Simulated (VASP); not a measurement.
# Ba (Cmmm) in VASP: further runs, part 2 of 2

VASP 6.6.1. The steps go on from the part before.

## 3. Single point, PBE+D3(BJ)

The input, INCAR:

```
ALGO = Normal ; EDIFF = 1E-7
ENCUT = 520 ; GGA = PE
ISIF = 2 ; ISMEAR = 0
IVDW = 12 ; LASPH = True
LCHARG = False ; LREAL = False
LWAVE = False ; NBANDS = 11
NELM = 60 ; PREC = Accurate
SIGMA = 0.1
```

The input, KPOINTS:

```
k-points
0
Gamma
  6 6 4
```

The input, POSCAR:

```
Ba
1.0
    1.9550000000     -3.6500000000      0.0000000000
    1.9550000000      3.6500000000      0.0000000000
    0.0000000000      0.0000000000      5.7000000000
Ba
1
Direct
    0.0000000000      0.0000000000      0.0000000000
```

Potentials or basis: VASP PAW PBE potentials, release 64 (Ba_sv).

Started as:

```console
cat potpaw_PBE.64/Ba_sv/POTCAR > POTCAR
mpirun -np 1 vasp_std > vasp.out
```

OUTCAR:

```text
EDIFF = 1E-7
   ENCUT = 520
   GGA = PE
   ISIF = 2
   ISMEAR = 0
   IVDW = 12
   LASPH = True
   LREAL = False
   NELM = 60
   PREC = Accurate
 IVDW          = 12

 ion  position               nearest neighbor table
   1  0.000  0.000  0.000-

  LATTYP: Found a base centered orthorhombic cell.
 ALAT       =     3.9100000000
 B/A-ratio  =     1.8670076726
 C/A-ratio  =     1.4578005115

  Lattice vectors:

 A1 = (   1.9550000000,  -3.6500000000,   0.0000000000)
 A2 = (   1.9550000000,   3.6500000000,   0.0000000000)
 A3 = (   0.0000000000,   0.0000000000,   5.7000000000)

Analysis of symmetry for initial positions (statically):
=====================================================================
 Subroutine PRICEL returns:
 Original cell was already a primitive cell.

 Routine SETGRP: Setting up the symmetry group for a
 base centered orthorhombic supercell.

 Subroutine GETGRP returns: Found  8 space group operations
 (whereof  8 operations were pure point group operations)
 out of a pool of  8 trial point group operations.

The static configuration has the point symmetry D_2h.

Analysis of symmetry for dynamics (positions and initial velocities):
=====================================================================
 Subroutine PRICEL returns:
 Original cell was already a primitive cell.

 Routine SETGRP: Setting up the symmetry group for a
 base centered orthorhombic supercell.

 Subroutine GETGRP returns: Found  8 space group operations
 (whereof  8 operations were pure point group operations)
 out of a pool of  8 trial point group operations.

The dynamic configuration has the point symmetry D_2h.

 Subroutine INISYM returns: Found  8 space group operations
 (whereof  8 operations are pure point group operations),
 and found     1 'primitive' translations

----------------------------------------------------------------------------------------

                                     Primitive cell

  volume of cell :      81.3476

  direct lattice vectors                    reciprocal lattice vectors
     1.955000000 -3.650000000  0.000000000     0.255754476 -0.136986301  0.000000000
     1.955000000  3.650000000  0.000000000     0.255754476  0.136986301  0.000000000
     0.000000000  0.000000000  5.700000000     0.000000000  0.000000000  0.175438596

  length of vectors
     4.140594764  4.140594764  5.700000000     0.290130313  0.290130313  0.175438596

  position of ions in fractional coordinates (direct lattice)
     0.000000000  0.000000000  0.000000000

  ion indices of the primitive-cell ions
   primitive index   ion index
                 1           1

----------------------------------------------------------------------------------------

 KPOINTS: k-points

Automatic generation of k-mesh.
 Grid dimensions read from file:
 generate k-points for:    6    6    4

 Generating k-lattice:

  Cartesian coordinates                     Fractional coordinates (reciprocal lattice)
     0.042625746 -0.022831050  0.000000000     0.166666667  0.000000000  0.000000000
     0.042625746  0.022831050  0.000000000     0.000000000  0.166666667  0.000000000
     0.000000000  0.000000000  0.043859649     0.000000000  0.000000000  0.250000000

  Length of vectors
     0.048355052  0.048355052  0.043859649

  Shift w.r.t. Gamma in fractional coordinates (k-lattice)
     0.000000000  0.000000000  0.000000000

 Subroutine IBZKPT returns following result:
 ===========================================

 Found     39 irreducible k-points:

 Following reciprocal coordinates:
            Coordinates               Weight
  0.000000  0.000000  0.000000      1.000000
  0.166667  0.000000  0.000000      4.000000
  0.333333  0.000000  0.000000      4.000000
  0.500000  0.000000  0.000000      2.000000
  0.166667  0.166667  0.000000      2.000000
  0.333333  0.166667  0.000000      4.000000
[... 16 lines left out ...]
  0.333333  0.333333  0.250000      4.000000
  0.500000  0.333333  0.250000      8.000000
 [... further k-points ...]
   k-points           NKPTS =     39   k-points in BZ     NKDIM =     39   number of bands    NBANDS=     11
   number of dos      NEDOS =    301   number of ions     NIONS =      1
   total plane-waves  NPLWV =  43008
   dimension x,y,z NGX =    32 NGY =   32 NGZ =   42
   dimension x,y,z NGXF=    64 NGYF=   64 NGZF=   84
   ions per type =               1
   NGX,Y,Z   is equivalent  to a cutoff of  12.85, 12.85, 12.25 a.u.
   NGXF,Y,Z  is equivalent  to a cutoff of  25.70, 25.70, 24.50 a.u.
 SYSTEM =  unknown system
   PREC   = accura    normal or accurate (medium, high low for compatibility)
   ISTART =      0    job   : 0-new  1-cont  2-samecut
   ICHARG =      2    charge: 1-file 2-atom 10-const
   ISPIN  =      1    spin polarized calculation?
   LNONCOLLINEAR =      F non collinear calculations
   LSORBIT =      F    spin-orbit coupling
   LASPH  =      T    aspherical Exc in radial PAW
   ENCUT  =  520.0 eV  38.22 Ry    6.18 a.u.   7.70  7.70 10.60*2*pi/ulx,y,z
   NELM   =     60;   NELMIN=  2; NELMDL= -5     # of ELM steps
   EDIFF  = 0.1E-06   stopping-criterion for ELM
   LREAL  =      F    real-space projection
   EDIFFG = 0.1E-05   stopping-criterion for IOM
   NSW    =      0    number of steps for IOM
   IBRION =     -1    ionic relax: 0-MD 1-quasi-New 2-CG
   NFREE  =      0    steps in history (QN), initial steepest desc. (CG)
   ISIF   =      2    stress and relaxation
   ISYM   =      2    0-nonsym 1-usesym 2-fastsym
   POTIM  = 0.5000    time-step for ionic-motion
   TEBEG  =    0.0;   TEEND  =   0.0 temperature during run
   PSTRESS=    0.0 pullay stress
   NELECT =      10.0000    total number of electrons
   NUPDOWN=      -1.0000    fix difference up-down
   EMIN   =  10.00;   EMAX   =-10.00  energy-range for DOS
   EFERMI =   0.00;   METHOD = LEGACY
   ISMEAR =     0;   SIGMA  =   0.10  broadening in eV -4-tet -1-fermi 0-gaus
   EFERMI_NEDOS =   21; number of points for ismear=-14 and -15
   IALGO  =     38    algorithm
   IMIX   =      4    mixing-type and parameters
     AMIX     =   0.40;   BMIX     =  1.00
     AMIX_MAG =   1.60;   BMIX_MAG =  1.00
  volume/ion in A,a.u.               =      81.35       548.96
  Fermi-wavevector in a.u.,A,eV,Ry     =   0.814004  1.538245  9.015260  0.662603
  Thomas-Fermi vector in A             =   1.923832
   LORBIT       =      0    0 simple, 1 ext, 2 COOP (PROOUT), +10 PAW based schemes
   GGA     = PE    functional components
   LHFCALC =     F    Hartree Fock is set to
   AEXX    =    0.0000 exact exchange contribution
   IVDW    =    12    specifies the selected vdW correction
   LEPSILON=     F    determine dielectric tensor
   LRPA    =     F    only Hartree local field effects (RPA)
 non-spin polarized calculation
 Gauss-broadening in eV      SIGMA  =   0.10
  energy-cutoff  :      520.00
  volume of cell :       81.35
 maximum number of plane-waves:      2214
   NGX = 15   NGY = 15   NGZ = 21

 number of electron      10.0000001 magnetization

 Free energy of the ion-electron system (eV)
  ---------------------------------------------------
  ext. energy  EPLUGINS =         0.00000000
  ---------------------------------------------------
  free energy    TOTEN  =        -1.29461464 eV

  energy without entropy =       -1.27527397  energy(sigma->0) =       -1.28494430

 E-fermi :   0.7082     XC(G=0):  -6.4488

 val. band max:        0.7036853392   @ k =   0.0000   0.0000   0.0000
 cond. band min:       0.7150454246   @ k =   0.3333   0.1667   0.5000
 fundamental gap:      0.0113600853
 Fermi energy:         0.7081919404

 k-point     1 :       0.0000    0.0000    0.0000
  band No.  band energies     occupation
      1     -28.4066      2.00000
      2     -13.6627      2.00000
      3     -13.1709      2.00000
      4     -13.1090      2.00000
      5      -1.6138      2.00000
      6       0.7037      1.05082
      7       2.2212      0.00000
      8       3.1796      0.00000
      9       3.8462      0.00000
     10       4.7361      0.00000
     11       5.0283      0.00000
[... 309 lines left out ...]
 k-point    24 :       0.5000    0.3333    0.2500
  band No.  band energies     occupation
      1     -28.3304      2.00000
      2     -13.7854      2.00000
      3     -13.5580      2.00000
      4     -13.4201      2.00000
      5       0.7307      0.75024
      6       1.0600      0.00000
      7       2.0964      0.00000
      8       2.5115      0.00000
      9       3.2085      0.00000
     10       5.6308      0.00000
     11       6.1011      0.00000

 [... further k-points ...]

------------------------ aborting loop because EDIFF is reached ----------------------------------------

 Edisp (eV)   -0.14832

 E8    (eV) :    -0.0847

  FORCE on cell =-STRESS in cart. coord.  units (eV):
  Direction    XX          YY          ZZ          XY          YZ          ZX
  --------------------------------------------------------------------------------------
  -------------------------------------------------------------------------------------
  Total       1.31039     0.70413    -1.30467    -0.00000     0.00000     0.00000
  in kB      25.80875    13.86815   -25.69615    -0.00000     0.00000     0.00000
  external pressure =        4.66 kB  Pullay stress =        0.00 kB

 VOLUME and BASIS-vectors are now :
 -----------------------------------------------------------------------------
  energy-cutoff  :      520.00
  volume of cell :       81.35
      direct lattice vectors                 reciprocal lattice vectors
     1.955000000 -3.650000000  0.000000000     0.255754476 -0.136986301  0.000000000
     1.955000000  3.650000000  0.000000000     0.255754476  0.136986301  0.000000000
     0.000000000  0.000000000  5.700000000     0.000000000  0.000000000  0.175438596

 POSITION                                       TOTAL-FORCE (eV/Angst)
 -----------------------------------------------------------------------------------
      0.00000      0.00000      0.00000         0.000000      0.000000      0.000000
 -----------------------------------------------------------------------------------
    total drift:                               -0.000000      0.000000     -0.000000

  FREE ENERGIE OF THE ION-ELECTRON SYSTEM (eV)
  ---------------------------------------------------
  free  energy   TOTEN  =        -1.4429365236 eV

  energy  without entropy=       -1.4235958447  energy(sigma->0) =       -1.43326618
```

OSZICAR:

```text
N       E                     dE             d eps       ncg     rms          rms(c)
DAV:   1     0.625361234340E+02    0.62536E+02   -0.40032E+03   858   0.721E+02
DAV:   2     0.229238081668E+01   -0.60244E+02   -0.58764E+02  1053   0.134E+02
DAV:   3    -0.142440267220E+01   -0.37168E+01   -0.36778E+01  1156   0.361E+01
DAV:   4    -0.153130009244E+01   -0.10690E+00   -0.10674E+00  1113   0.542E+00
DAV:   5    -0.153450028054E+01   -0.32002E-02   -0.31999E-02  1180   0.762E-01    0.239E+00
DAV:   6    -0.131639254572E+01    0.21811E+00   -0.36053E-01   930   0.160E+00    0.114E+00
DAV:   7    -0.129556025938E+01    0.20832E-01   -0.20993E-01   994   0.112E+00    0.348E-01
DAV:   8    -0.129391668350E+01    0.16436E-02   -0.20937E-02   936   0.403E-01    0.253E-01
DAV:   9    -0.129455313705E+01   -0.63645E-03   -0.18310E-03   948   0.341E-01    0.338E-02
DAV:  10    -0.129456227969E+01   -0.91426E-05   -0.24261E-04  1083   0.602E-02    0.169E-02
DAV:  11    -0.129461562617E+01   -0.53346E-04   -0.62873E-05   939   0.408E-02    0.709E-03
DAV:  12    -0.129461466390E+01    0.96227E-06   -0.49595E-06  1084   0.115E-02    0.215E-03
DAV:  13    -0.129461454546E+01    0.11844E-06   -0.47822E-07   981   0.510E-03    0.860E-04
DAV:  14    -0.129461464435E+01   -0.98892E-07   -0.18778E-08   620   0.101E-03
   1 F= -.14429365E+01 E0= -.14332662E+01  d E =-.193407E-01
```

stdout:

```text
POSCAR found type information on POSCAR Ba
 POSCAR found :  1 types and       1 ions
 scaLAPACK will be used
 LDA part: xc-table for (Slater+PW92), standard interpolation
 POSCAR, INCAR and KPOINTS ok, starting setup
 FFT: planning ... GRIDC
 FFT: planning ... GRID_SOFT
 FFT: planning ... GRID
 WAVECAR not read
 entering main loop
```

Run time: 18 s. Hardware: 1 thread of AMD EPYC 9R45 (Zen 5), shared host; peak memory 0.18 GiB.

Results:

| Property | Result |
| --- | --- |
| Free energy | -1.4429 eV |
| Pressure | 0.5 GPa |
| Band gap on the k mesh | none (metal or under the smearing width) |
| Dispersion energy per atom | -0.148 eV |

Stress tensor (GPa, compression positive):
```
 2.58  0.00  0.00
 0.00  1.39  0.00
 0.00  0.00 -2.57
```

Levels at points of the mesh, in eV from the Fermi level:
```tsv
k point	band 2	band 3	band 4	band 5	band 6	band 7	band 8	band 9
(0.00, 0.00, 0.00)	-14.37	-13.88	-13.82	-2.32	0.00	1.51	2.47	3.14
(0.50, 0.00, 0.00)	-14.72	-14.23	-14.06	-0.72	0.65	1.46	1.77	3.26
(0.50, 0.50, 0.00)	-14.59	-14.27	-13.95	-0.71	0.66	1.17	1.41	3.72
(0.00, 0.00, 0.50)	-14.39	-13.88	-13.82	-1.73	-0.15	1.54	2.17	2.50
(0.50, 0.00, 0.50)	-14.72	-14.24	-14.06	-0.57	-0.14	2.94	2.94	3.07
(0.50, 0.50, 0.50)	-14.59	-14.28	-13.95	-0.54	-0.20	2.62	2.63	3.09
```

Caveat: pairwise dispersion overbinds metals, which lowers pressure and volume.
